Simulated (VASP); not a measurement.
# CuO (F-43m) in VASP: equation of state

How stiff is CuO in PBE, and what volume does it want? The cell is scaled to several volumes.

Program: VASP 6.6.1. These are calculated values, not measurements. Logs are shortened: lines on timing, memory, paths and dates and some standing lists are left out, and cuts for length are marked.

**1. The structure**

Symmetry: F-43m, No. 216, cubic system. The conventional cell has a = 4.655 Å, b = 4.655 Å, c = 4.655 Å, α = 90.00°, β = 90.00°, γ = 90.00°. Cu (site symmetry -43m) is surrounded by 4 O at 2.02 Å. O (site symmetry -43m) is surrounded by 4 Cu at 2.02 Å.

Measurements of this composition are mostly on another form, of space group No. 15.

**2. Equation of state, PBE, 11.85 Å³/atom (volume scaled by 0.94)**

INCAR reads:

```
SYSTEM = CuO
  PREC = Accurate
  ENCUT = 520
  EDIFF = 1E-7
  ISMEAR = -1
  SIGMA = 0.05
  LREAL = .FALSE.
  LASPH = .TRUE.
  NELM = 60
  ALGO = Normal
  ISIF = 2
  LWAVE = .FALSE.
  LCHARG = .FALSE.
  GGA = PE
  NBANDS = 16
```

KPOINTS reads:

```
Automatic mesh
0
G
  10 10 10
  0 0 0
```

POSCAR reads:

```
CuO
1.0
    0.0000000000      2.2797444458      2.2797444458
    2.2797444458      0.0000000000      2.2797444458
    2.2797444458      2.2797444458      0.0000000000
Cu O
1 1
Direct
    0.0000000000      0.0000000000      0.0000000000
    0.2500000000      0.2500000000      0.2500000000
```

Potentials or basis: VASP PAW PBE potentials, release 64 (Cu, O).

The run is started by

```console
$ cat potpaw_PBE.64/Cu/POTCAR potpaw_PBE.64/O/POTCAR > POTCAR
$ mpirun -np 1 vasp_std > vasp.out
```

OUTCAR:

```text
SYSTEM = CuO
   PREC = Accurate
   ENCUT = 520
   EDIFF = 1E-7
   ISMEAR = -1
   LREAL = .FALSE.
   LASPH = .TRUE.
   NELM = 60
   ISIF = 2
   GGA = PE

 Found     47 irreducible k-points:

 Following reciprocal coordinates:
            Coordinates               Weight
  0.000000  0.000000  0.000000      1.000000
  0.100000  0.000000  0.000000      8.000000
  0.200000  0.000000  0.000000      8.000000
  0.300000  0.000000  0.000000      8.000000
  0.400000  0.000000  0.000000      8.000000
  0.500000  0.000000  0.000000      4.000000
   k-points           NKPTS =     47   k-points in BZ     NKDIM =     47   number of bands    NBANDS=     16
   number of dos      NEDOS =    301   number of ions     NIONS =      2
   total plane-waves  NPLWV =  13824
   dimension x,y,z NGX =    24 NGY =   24 NGZ =   24
   dimension x,y,z NGXF=    48 NGYF=   48 NGZF=   48
   ions per type =               1   1
   NGX,Y,Z   is equivalent  to a cutoff of  12.38, 12.38, 12.38 a.u.
   NGXF,Y,Z  is equivalent  to a cutoff of  24.75, 24.75, 24.75 a.u.
 SYSTEM =  CuO
   PREC   = accura    normal or accurate (medium, high low for compatibility)
   ISTART =      0    job   : 0-new  1-cont  2-samecut
   ICHARG =      2    charge: 1-file 2-atom 10-const
   ISPIN  =      1    spin polarized calculation?
   LNONCOLLINEAR =      F non collinear calculations
   LSORBIT =      F    spin-orbit coupling
   LASPH  =      T    aspherical Exc in radial PAW
   ENCUT  =  520.0 eV  38.22 Ry    6.18 a.u.   5.99  5.99  5.99*2*pi/ulx,y,z
   NELM   =     60;   NELMIN=  2; NELMDL= -5     # of ELM steps
   EDIFF  = 0.1E-06   stopping-criterion for ELM
   LREAL  =      F    real-space projection
   EDIFFG = 0.1E-05   stopping-criterion for IOM
   NSW    =      0    number of steps for IOM
   IBRION =     -1    ionic relax: 0-MD 1-quasi-New 2-CG
   NFREE  =      0    steps in history (QN), initial steepest desc. (CG)
   ISIF   =      2    stress and relaxation
   ISYM   =      2    0-nonsym 1-usesym 2-fastsym
   POTIM  = 0.5000    time-step for ionic-motion
   TEBEG  =    0.0;   TEEND  =   0.0 temperature during run
   PSTRESS=    0.0 pullay stress
   NELECT =      17.0000    total number of electrons
   NUPDOWN=      -1.0000    fix difference up-down
   EMIN   =  10.00;   EMAX   =-10.00  energy-range for DOS
   EFERMI =   0.00;   METHOD = LEGACY
   ISMEAR =    -1;   SIGMA  =   0.05  broadening in eV -4-tet -1-fermi 0-gaus
   EFERMI_NEDOS =   21; number of points for ismear=-14 and -15
   IALGO  =     38    algorithm
   IMIX   =      4    mixing-type and parameters
     AMIX     =   0.40;   BMIX     =  1.00
     AMIX_MAG =   1.60;   BMIX_MAG =  1.00
  volume/ion in A,a.u.               =      11.85        79.96
  Fermi-wavevector in a.u.,A,eV,Ry     =   1.465531  2.769452 29.222331  2.147781
  Thomas-Fermi vector in A             =   2.581377
   LORBIT       =      0    0 simple, 1 ext, 2 COOP (PROOUT), +10 PAW based schemes
   GGA     = PE    functional components
[... 5 lines left out ...]
 non-spin polarized calculation
  energy-cutoff  :      520.00
  volume of cell :       23.70
 maximum number of plane-waves:       648
   NGX = 11   NGY = 11   NGZ = 11

 number of electron      17.0000016 magnetization

 Free energy of the ion-electron system (eV)
  ---------------------------------------------------
  ext. energy  EPLUGINS =         0.00000000
  ---------------------------------------------------
  free energy    TOTEN  =        -9.56329639 eV

  energy without entropy =       -9.54087221  energy(sigma->0) =       -9.55208430

 E-fermi :   3.7365     XC(G=0): -10.9076

 val. band max:        3.7258982254   @ k =   0.5000   0.0000   0.0000
 cond. band min:       3.7426685580   @ k =   0.3000   0.2000   0.0000
 fundamental gap:      0.0167703327
 Fermi energy:         3.7365461911

 k-point     1 :       0.0000    0.0000    0.0000
  band No.  band energies     occupation
      1     -14.9689      2.00000
      2      -0.9948      2.00000
      3      -0.9948      2.00000
      4      -0.9948      2.00000
      5       1.7622      2.00000
      6       1.7622      2.00000
      7       4.5151      0.00000
      8       4.5151      0.00000
      9       4.5151      0.00000
     10       4.7006      0.00000
     11      17.9672      0.00000
     12      17.9672      0.00000
     13      17.9672      0.00000
     14      24.6005      0.00000
     15      24.6115      0.00000
     16      24.6115      0.00000

 k-point     2 :       0.1000    0.0000    0.0000
  band No.  band energies     occupation
      1     -14.9129      2.00000
      2      -1.1497      2.00000
      3      -0.9651      2.00000
      4      -0.9651      2.00000
      5       1.7526      2.00000
      6       1.7526      2.00000
      7       4.0092      0.00854
      8       4.4527      0.00000
      9       4.4527      0.00000
     10       5.4026      0.00000
     11      17.0620      0.00000
     12      18.0513      0.00000
     13      18.0513      0.00000
     14      23.4250      0.00000
     15      23.8335      0.00000
     16      23.8335      0.00000

 k-point     3 :       0.2000    0.0000    0.0000
  band No.  band energies     occupation
      1     -14.7627      2.00000
      2      -1.4871      2.00000
      3      -0.8901      2.00000
      4      -0.8901      2.00000
      5       1.7426      2.00000
      6       1.7426      2.00000
      7       3.3906      1.99802
      8       4.2805      0.00004
      9       4.2805      0.00004
     10       6.5079      0.00000
     11      15.3278      0.00000
     12      18.1372      0.00000
     13      18.1372      0.00000
     14      22.4718      0.00000
     15      23.2343      0.00000
     16      23.2343      0.00000

 k-point     4 :       0.3000    0.0000    0.0000
  band No.  band energies     occupation
      1     -14.5710      2.00000
      2      -1.8031      2.00000
      3      -0.8055      2.00000
      4      -0.8055      2.00000
      5       1.7683      2.00000
      6       1.7683      2.00000
      7       2.7250      2.00000
      8       4.0435      0.00430
      9       4.0435      0.00430
     10       7.8087      0.00000
     11      13.6636      0.00000
     12      17.9793      0.00000
     13      17.9793      0.00000
     14      21.8687      0.00000
     15      23.5747      0.00000
     16      23.5747      0.00000

 k-point     5 :       0.4000    0.0000    0.0000
  band No.  band energies     occupation
      1     -14.4106      2.00000
      2      -1.9930      2.00000
      3      -0.7457      2.00000
      4      -0.7457      2.00000
      5       1.8321      2.00000
      6       1.8321      2.00000
      7       2.1823      2.00000
      8       3.8215      0.30909
      9       3.8215      0.30909
     10       9.0782      0.00000
     11      12.3061      0.00000
     12      17.7100      0.00000
     13      17.7100      0.00000
     14      21.5870      0.00000
     15      24.5251      0.00000
     16      24.5251      0.00000

 k-point     6 :       0.5000    0.0000    0.0000
  band No.  band energies     occupation
      1     -14.3481      2.00000
      2      -2.0511      2.00000
      3      -0.7253      2.00000
      4      -0.7253      2.00000
      5       1.8707      2.00000
      6       1.8707      2.00000
      7       1.9695      2.00000
      8       3.7259      1.10609
      9       3.7259      1.10608
     10       9.8077      0.00000
     11      11.5796      0.00000
     12      17.5896      0.00000
     13      17.5896      0.00000
     14      21.5158      0.00000
     15      25.1098      0.00000
     16      25.1098      0.00000

 [... further k-points ...]

------------------------ aborting loop because EDIFF is reached ----------------------------------------

  FORCE on cell =-STRESS in cart. coord.  units (eV):
  Direction    XX          YY          ZZ          XY          YZ          ZX
  --------------------------------------------------------------------------------------
  -------------------------------------------------------------------------------------
  Total       -0.3577693     -0.3577693     -0.3577693     -0.0000000      0.0000000     -0.0000000
  in kB      -24.1894043    -24.1894043    -24.1894043     -0.0000000      0.0000000     -0.0000000
  external PRESSURE =     -24.1894043 kB  Pullay stress =       0.0000000 kB

 VOLUME and BASIS-vectors are now :
 -----------------------------------------------------------------------------
  energy-cutoff  :      520.00
  volume of cell :       23.70
      direct lattice vectors                 reciprocal lattice vectors
     0.000000000  2.279744446  2.279744446    -0.219322828  0.219322828  0.219322828
     2.279744446  0.000000000  2.279744446     0.219322828 -0.219322828  0.219322828
     2.279744446  2.279744446  0.000000000     0.219322828  0.219322828 -0.219322828

 POSITION                                       TOTAL-FORCE (eV/Angst)
 -----------------------------------------------------------------------------------
      0.00000      0.00000      0.00000        -0.000000     -0.000000     -0.000000
      1.13987      1.13987      1.13987         0.000000      0.000000      0.000000
 -----------------------------------------------------------------------------------
    total drift:                                0.000001      0.000001      0.000001

  FREE ENERGIE OF THE ION-ELECTRON SYSTEM (eV)
  ---------------------------------------------------
  free  energy   TOTEN  =        -9.5632963924 eV

  energy  without entropy=       -9.5408722080  energy(sigma->0) =       -9.55208430
```

Run time: 8.4 s. Hardware: 1 thread of Intel Xeon 6975P-C (Granite Rapids), shared host; peak memory 0.14 GiB.

What came out:

```yaml
Free_energy: -9.5633 eV
Pressure: -2.4 GPa
Band_gap_on_the_k_mesh: none (metal or under the smearing width)
```

Caveat: an odd number of electrons without spin polarisation forces a metal; a magnetic or distorted state may lie lower; the run has no spin polarisation, though such a crystal can be magnetic; semilocal functionals often make such compounds metallic where correlation or magnetic order opens a gap, which also shifts bond lengths.

**3. Equation of state, PBE, 12.10 Å³/atom (volume scaled by 0.96)**

INCAR reads:

```
SYSTEM = CuO
PREC = Accurate ; ENCUT = 520
EDIFF = 1E-7 ; ISMEAR = -1
SIGMA = 0.05 ; LREAL = .False.
LASPH = .True. ; NELM = 80
ALGO = Normal ; ISIF = 2
LWAVE = .False. ; LCHARG = .False.
GGA = PE ; NBANDS = 16
```

KPOINTS reads:

```
Automatic mesh
0
Gamma
  10 10 10
  0 0 0
```

POSCAR reads:

```
CuO
1.0
    0.0000000000      2.2957995131      2.2957995131
    2.2957995131      0.0000000000      2.2957995131
    2.2957995131      2.2957995131      0.0000000000
Cu O
1 1
Direct
    0.0000000000      0.0000000000      0.0000000000
    0.2500000000      0.2500000000      0.2500000000
```

Potentials or basis: VASP PAW PBE potentials, release 64 (Cu, O).

The run is started by

```console
$ cat potpaw_PBE.64/Cu/POTCAR potpaw_PBE.64/O/POTCAR > POTCAR
$ mpirun -np 1 vasp_std > vasp.out
```

Run time: 8.3 s. Hardware: 1 thread of Intel Xeon 6975P-C (Granite Rapids), shared host; peak memory 0.14 GiB.

The run converged. Its results:

* Free energy: -9.5522 eV
* Pressure: -4.9 GPa
* Band gap on the k mesh: none (metal or under the smearing width)

Caveat: an odd number of electrons without spin polarisation forces a metal; a magnetic or distorted state may lie lower; the run has no spin polarisation, though such a crystal can be magnetic; semilocal functionals often make such compounds metallic where correlation or magnetic order opens a gap, which also shifts bond lengths.

**4. Equation of state, PBE, 12.35 Å³/atom (volume scaled by 0.98)**

INCAR reads:

```
ALGO = Normal ; EDIFF = 1E-7
ENCUT = 520 ; GGA = PE
ISIF = 2 ; ISMEAR = -1
LASPH = T ; LCHARG = F
LREAL = F ; LWAVE = F
NBANDS = 16 ; NELM = 60
PREC = Accurate ; SIGMA = 0.05
```

KPOINTS reads:

```
k-points
0
Gamma
  10 10 10
```

POSCAR reads:

```
CuO
1.0
    0.0000000000      2.3116331135      2.3116331135
    2.3116331135      0.0000000000      2.3116331135
    2.3116331135      2.3116331135      0.0000000000
Cu O
1 1
Direct
    0.0000000000      0.0000000000      0.0000000000
    0.2500000000      0.2500000000      0.2500000000
```

The run is started by

```console
$ cat potpaw_PBE.64/Cu/POTCAR potpaw_PBE.64/O/POTCAR > POTCAR
$ mpirun -np 1 vasp_std > vasp.out
```

It took 10 s on 1 thread of Intel Xeon 6975P-C (Granite Rapids), shared host; peak memory 0.14 GiB.

The run converged. Its results:

- Free energy: -9.5338 eV
- Pressure: -7.1 GPa
- Band gap on the k mesh: none (metal or under the smearing width)

Caveat: an odd number of electrons without spin polarisation forces a metal; a magnetic or distorted state may lie lower; the run has no spin polarisation, though such a crystal can be magnetic; semilocal functionals often make such compounds metallic where correlation or magnetic order opens a gap, which also shifts bond lengths.

**5. Equation of state, PBE, 12.86 Å³/atom (volume scaled by 1.02)**

INCAR reads:

```
PREC = Accurate
ENCUT = 520
EDIFF = 1E-7
ISMEAR = -1
SIGMA = 0.05
LREAL = F
LASPH = T
NELM = 100
ALGO = Normal
ISIF = 2
LWAVE = F
LCHARG = F
GGA = PE
NBANDS = 16
```

KPOINTS reads:

```
regular mesh
0
Gamma
  10 10 10
```

POSCAR reads:

```
CuO
1.0
    0.0000000000      2.3426654489      2.3426654489
    2.3426654489      0.0000000000      2.3426654489
    2.3426654489      2.3426654489      0.0000000000
Cu O
1 1
Direct
    0.0000000000      0.0000000000      0.0000000000
    0.2500000000      0.2500000000      0.2500000000
```

The run is started by

```console
$ cat potpaw_PBE.64/Cu/POTCAR potpaw_PBE.64/O/POTCAR > POTCAR
$ mpirun -np 1 vasp_std > vasp.out
```

Run time: 16 s. Hardware: 1 thread of Intel Xeon 6975P-C (Granite Rapids), shared host; peak memory 0.16 GiB.

Results (log left out):

- Free energy: -9.4779 eV
- Pressure: -10.8 GPa
- Band gap on the k mesh: none (metal or under the smearing width)

Caveat: an odd number of electrons without spin polarisation forces a metal; a magnetic or distorted state may lie lower; the run has no spin polarisation, though such a crystal can be magnetic; semilocal functionals often make such compounds metallic where correlation or magnetic order opens a gap, which also shifts bond lengths.

**6. Equation of state, PBE, 13.11 Å³/atom (volume scaled by 1.04)**

INCAR reads:

```
SYSTEM = CuO
ALGO     = Normal         ! electronic algorithm
EDIFF    = 1E-7           ! SCF threshold, eV
ENCUT    = 520            ! plane-wave cutoff, eV
GGA      = PE             ! functional
ISIF     = 2              ! what is computed and relaxed
ISMEAR   = -1             ! smearing method
LASPH    = .True.         ! aspherical terms in the spheres
LCHARG   = .False.        ! write CHGCAR
LREAL    = .False.        ! projectors in reciprocal space
LWAVE    = .False.        ! write WAVECAR
NBANDS   = 16             ! bands
NELM     = 100            ! most SCF steps
PREC     = Accurate       ! precision mode
SIGMA    = 0.05           ! smearing width, eV
```

KPOINTS reads:

```
k-points
0
Gamma
  10 10 10
  0 0 0
```

POSCAR reads:

```
CuO
1.0
    0.0000000000      2.3578779885      2.3578779885
    2.3578779885      0.0000000000      2.3578779885
    2.3578779885      2.3578779885      0.0000000000
Cu O
1 1
Direct
    0.0000000000      0.0000000000      0.0000000000
    0.2500000000      0.2500000000      0.2500000000
```

Potentials or basis: VASP PAW PBE potentials, release 64 (Cu, O).

The run is started by

```console
$ cat potpaw_PBE.64/Cu/POTCAR potpaw_PBE.64/O/POTCAR > POTCAR
$ mpirun -np 1 vasp_std > vasp.out
```

Wall time 17 s (1 thread of Intel Xeon 6975P-C (Granite Rapids), shared host); peak memory 0.16 GiB.

It converged, with:

```yaml
Free_energy: -9.4419 eV
Pressure: -12.4 GPa
Band_gap_on_the_k_mesh: none (metal or under the smearing width)
```

Caveat: an odd number of electrons without spin polarisation forces a metal; a magnetic or distorted state may lie lower; the run has no spin polarisation, though such a crystal can be magnetic; semilocal functionals often make such compounds metallic where correlation or magnetic order opens a gap, which also shifts bond lengths.

**7. Equation of state, PBE, 13.36 Å³/atom (volume scaled by 1.06)**

INCAR reads:

```
  PREC = Accurate
  ENCUT = 520
  EDIFF = 1E-7
  ISMEAR = -1
  SIGMA = 0.05
  LREAL = F
  LASPH = T
  NELM = 80
  ALGO = Normal
  ISIF = 2
  LWAVE = F
  LCHARG = F
  GGA = PE
  NBANDS = 16
```

KPOINTS reads:

```
Automatic mesh
0
Gamma
  10 10 10
```

POSCAR reads:

```
CuO
1.0
    0.0000000000      2.3728967245      2.3728967245
    2.3728967245      0.0000000000      2.3728967245
    2.3728967245      2.3728967245      0.0000000000
Cu O
1 1
Direct
    0.0000000000      0.0000000000      0.0000000000
    0.2500000000      0.2500000000      0.2500000000
```

The run is started by

```console
$ cat potpaw_PBE.64/Cu/POTCAR potpaw_PBE.64/O/POTCAR > POTCAR
$ mpirun -np 1 vasp_std > vasp.out
```

Run time: 14 s. Hardware: 1 thread of Intel Xeon 6975P-C (Granite Rapids), shared host; peak memory 0.16 GiB.

It converged, with:

```
Free energy            : -9.4014 eV
Pressure               : -13.7 GPa
Band gap on the k mesh : none (metal or under the smearing width)
```

Caveat: an odd number of electrons without spin polarisation forces a metal; a magnetic or distorted state may lie lower; the run has no spin polarisation, though such a crystal can be magnetic; semilocal functionals often make such compounds metallic where correlation or magnetic order opens a gap, which also shifts bond lengths.

**8. Equation of state, PBE**

Potentials or basis: VASP PAW PBE potentials, release 64 (Cu, O).

No new run: the results of the series are fitted here.

What came out:

* Equilibrium volume: 11.65 Å³/atom (rough: see the caveat)
* Bulk modulus: 136 GPa (rough)

Energy against volume, from the lowest point:
```
volume (Å³/atom)  energy (meV/atom)
          11.848               0.00
          12.100               5.52
          12.353              14.77
          12.605              27.31
          12.857              42.72
          13.109              60.72
          13.361              80.96
```

Caveat: the minimum lies outside the volumes run; the run has no spin polarisation, though such a crystal can be magnetic.
